Squeezing a crystal by one percent of its volume takes about 0.4 GPa in CdTe and about 3 GPa in rhodium. The bulk modulus B, a hundred times these pressures, measures how sharply the energy rises when the atoms leave their best spacing. Can nine crystals, five with directed bonds and four metals, tell us the moduli of cubic boron nitride, diamond and iridium?

ABINIT 10.8.3, PBE with D3(BJ) dispersion, no spin polarisation or spin–orbit coupling, for twelve crystals. Each computed bulk modulus is taken at the energy minimum of a curve fitted to the energies at seven volumes within 6% of the given one. Smearing is Fermi–Dirac, 0.05 eV wide, except for aluminium (cold, 0.1 eV).

```
formula  space group  volume of the given cell (Å³/atom)  potentials or basis  wave cutoff (eV)    k-mesh  computed bulk modulus (GPa)  measured bulk modulus (GPa)  range of the values found (GPa)                   source  computed over measured, less one (%)
   CdTe        F-43m                               32.92     JTH PAW PBE v2.0             462.6     7x7x7                         40.4                           42                        one value  arXiv:2306.14539 (2023)                                  -3.8
     Al        Fm-3m                               16.60     JTH PAW PBE v2.0             707.5  11x11x11                         88.2                         76.9                        one value       pmc:3831299 (2013)                                  14.7
    GaP        F-43m                               20.24     JTH PAW PBE v2.0             544.2     8x8x8                         83.8                         87.5                        one value  arXiv:1709.06667 (2017)                                  -4.2
     Cu        Fm-3m                               11.81     JTH PAW PBE v2.0             544.2  13x13x13                        168.0                          139                        one value      pmc:10161880 (2023)                                  20.9
    BAs        F-43m                               13.63     JTH PAW PBE v2.0             408.2  10x10x10                        139.7                          148                        one value  arXiv:1911.11281 (2019)                                  -5.6
     BP        F-43m                               11.68     JTH PAW PBE v2.0             544.2  10x10x10                        170.9                          174                       173 to 179  arXiv:1505.05714 (2015)                                  -1.8
     Ta        Im-3m                               18.01     JTH PAW PBE v2.0             408.2  11x11x11                        206.9                          194                       194 to 198  arXiv:1910.08312 (2019)                                   6.6
    SiC        F-43m                               10.35     JTH PAW PBE v2.0             544.2  10x10x10                        222.4                          225                        one value       pmc:9505936 (2022)                                  -1.2
     Rh        Fm-3m                               13.67     JTH PAW PBE v2.0             544.2  12x12x12                        285.1                          264                        one value      pmc:11535440 (2024)                                   8.0
     Ir        Fm-3m                               14.06     JTH PAW PBE v2.0             462.6  12x12x12                            ?                            ?                                ?                        ?                                     ?
     BN        F-43m                                5.96     JTH PAW PBE v2.0             707.5  13x13x13                            ?                            ?                                ?                        ?                                     ?
      C        Fd-3m                                5.67     JTH PAW PBE v2.0             544.2  13x13x13                            ?                            ?                                ?                        ?                                     ?
```

In the nine known crystals, the sign of the error against measurement follows the kind of bonding. The five tetrahedral crystals come out softer than measured, by 3% on average, and the four metals stiffer, by 13%. The errors of SiC and BP are small enough that their sign is not secure. The measured values were read out of the cited papers by a program, and a few in a hundred may be wrong or belong to imperfect samples; for seven of these nine crystals only one value was found, so a single error could go unnoticed. Heat and zero-point motion, which the calculation leaves out, normally soften a crystal, so they may add to the metals' excess but do not explain the softness of the tetrahedral crystals. Copper has the noisiest energy curve, so the exact size of its excess is uncertain, and the minimum of CdTe lies near the end of its scan. For aluminium, copper and tantalum the excess comes with a contraction: each modulus belongs to the energy minimum of its own calculation, and in copper this lies 4% below the volume of the given cell. Taken at the given volume, all three lose their excess, while rhodium keeps nearly all of its own. The likely cause of the contraction is the dispersion term, which adds attraction to a functional that already binds these metals well, but no calculation without that term tests this.

**Tetrahedral crystals**

A bulk modulus is an energy per volume. In a covalent bond the energy is set by the splitting between bonding and antibonding states, which falls roughly as the bond length d to the power −2.5. The bonding charge fills a region of nearly fixed width along the bond, so its volume grows as d. Dividing one by the other gives B ∝ d^−3.5, or V^(−7/6) with V the volume per atom. Halving the volume should thus a little more than double the stiffness.

Polarity is usually said to weaken this resistance, because charge drawn towards one atom is lost to the middle of the bond. The rule counts it in steps p: 0 when both atoms come from group IV, 1 for III–V and 2 for II–VI compounds. These steps are only a rough stand-in, since SiC, with p = 0, is more polar than BP, with p = 1. Fitted to the five tetrahedral crystals at their energy minima, the rule reads

B = (3361 − 445 p) / V^(7/6)

with B in GPa and V in Å³ per atom. Its typical misfit is 2 GPa. A free power of the volume without p, which also has two constants, misfits by 7 GPa.

Boron nitride, which was not part of the fit, has p = 1 and a given volume of 5.96 Å³, used here in place of its energy minimum:

B = (3361 − 445) / 5.96^(7/6) = 2916 / 8.03 ≈ 363 GPa

**Iridium**

In a transition metal, wide d bands pull the atoms together and a steeper repulsion holds them apart. If both energies are powers of the volume, with the same exponents in both metals, the product BV at the minimum is proportional to the attractive energy. For equal filling of the d band, that energy is proportional to the band width. Iridium stands below rhodium in the same column, and its 5d orbitals reach farther and overlap more at nearly the same spacing.

Rough recalled widths are 8.7 eV for iridium and 6.9 eV for rhodium. Scaling rhodium's modulus by their ratio and by the volumes gives about 350 GPa. With no wider band it would be 277 GPa.

**Forecasts**

Boron nitride should lie near 363 GPa (325 to 400). Diamond should lie near 444 GPa (400 to 490), clearly above boron nitride and stiffest of all. Iridium should lie near 350 GPa (300 to 400), above rhodium, with no order forecast between it and boron nitride. The ranges are judgements: the bond rule is carried to little more than half the smallest volume in its fit, and the iridium estimate leans on one metal.

Against measurement, boron nitride and diamond should agree within 7% either way, more likely on the soft side. Iridium should be 0 to 15% too stiff, after the example of rhodium. The last column below decides these forecasts.

The withheld rows as computed:

```
formula  space group  volume of the given cell (Å³/atom)  potentials or basis  wave cutoff (eV)    k-mesh  computed bulk modulus (GPa)  measured bulk modulus (GPa)  range of the values found (GPa)                         source  computed over measured, less one (%)
     Ir        Fm-3m                               14.06     JTH PAW PBE v2.0             462.6  12x12x12                        378.1                          339                        one value             pmc:6586894 (2019)                                  11.5
     BN        F-43m                                5.96     JTH PAW PBE v2.0             707.5  13x13x13                        381.4                          395                       395 to 400         arXiv:1208.3664 (2012)                                  -3.4
      C        Fd-3m                                5.67     JTH PAW PBE v2.0             544.2  13x13x13                        447.1                          442                   441.8 to 444.8  arXiv:cond-mat/0702656 (2007)                                   1.2
```

All three computed moduli fall inside their ranges, and diamond is the stiffest of the twelve crystals. The bond rule meets diamond within 1% and puts boron nitride 5% too low. The free power of the volume overshoots both, with 499 and 465 GPa. It had read the stiffness of SiC, which has the smallest volume of the fit and is its only crystal with p = 0, as an effect of size alone.

Part of the miss for boron nitride comes from the volume put in. Its energy minimum turns out to lie slightly below the given volume, and there the rule gives 370 GPa instead of 363 GPa. The remaining 11 GPa point to the step p, which is set mainly by the difference between SiC and the III–V crystals and takes too much here. A finer scale of polarity would hardly cure this, since boron nitride is more polar than BP and BAs. Among the III–V crystals, the loss that would fit each one shrinks from GaP through BAs and BP to boron nitride, so it goes with the volume rather than with polarity. Why it does so stays open.

For iridium the forecast is 8% too low. Scaling by volume alone would have missed by about 100 GPa, and the wider band supplies some 70 GPa of that. The computed values show that iridium is stiffer than its volume explains; that the band width is the reason rests on the argument above. The remainder may come from the rough widths or from the assumption of equal exponents. In that picture the sum of the two exponents sets how fast the modulus grows with pressure, and the fitted derivative is 5.0 for iridium against 4.5 for rhodium. The exponents therefore seem to differ, but how much of the miss this explains is not shown. The iridium run also warned that the spheres of its potential overlap between neighbouring atoms, and what this does to the modulus was not tested.

Against measurement, all three errors fall inside their forecast ranges. Boron nitride is 3.4% too soft and iridium 11.5% too stiff. Iridium's energy minimum lies slightly above the given volume, so its excess does not come from a contraction. Diamond is 1.2% too stiff, not on the side called more likely, but an excess this small may come from the heat and zero-point motion that soften the measured crystal. The output of the analysis follows.

Output of the analysis:

```
fit of y on 5 rows (tet): coefficient of g 3361 +/- 34, coefficient of lg -444.8 +/- 41; rms 1.78, worst GaP 3.62, leave-one-out rms 3.02
  rows outside the fit (model, value, miss): Al 134.3, 88.2, 46.1; Cu 198.4, 168, 30.4; Ta 117.6, 206.9, -89.3; Rh 159.4, 285.1, -126; Ir 153.9, 378.1, -224; BN 363.4, 381.4, -18; C 443.9, 447.1, -3.22
fit of y on 5 rows (tet): coefficient of V**(-s) 6048 +/- 167, s 1.438; rms 6.98, worst BP 10.8, leave-one-out rms 13.8
  rows outside the fit (model, value, miss): Al 114.4, 88.2, 26.2; Cu 185.1, 168, 17.1; Ta 97.15, 206.9, -110; Rh 141.3, 285.1, -144; Ir 135.3, 378.1, -243; BN 464.7, 381.4, 83.3; C 499.3, 447.1, 52.2
Ir forecast from Rh and the wider d band, GPa: 348.8
Ir if its d band were no wider than that of Rh, GPa: 276.7
Ir computed, GPa: 378.1
Ir forecast over computed less one, %: -7.739
BN bond-rule forecast over computed less one, %: -4.73
diamond bond-rule forecast over computed less one, %: -0.7192
diamond over BN, forecast by the bond rule: 1.222
diamond over BN, computed: 1.172
mean error against measurement, five known tetrahedral crystals, %: -3.32
mean error against measurement, four known metals, %: 12.55
minimum volume over listed less one for Al Cu Ta Rh, %: Al -4.81, Cu -4.253, Ta -1.686, Rh -0.1905
modulus moved to the listed volume for Al Cu Ta Rh, GPa: Al 70.38, Cu 134.4, Ta 193.8, Rh 282.7
```
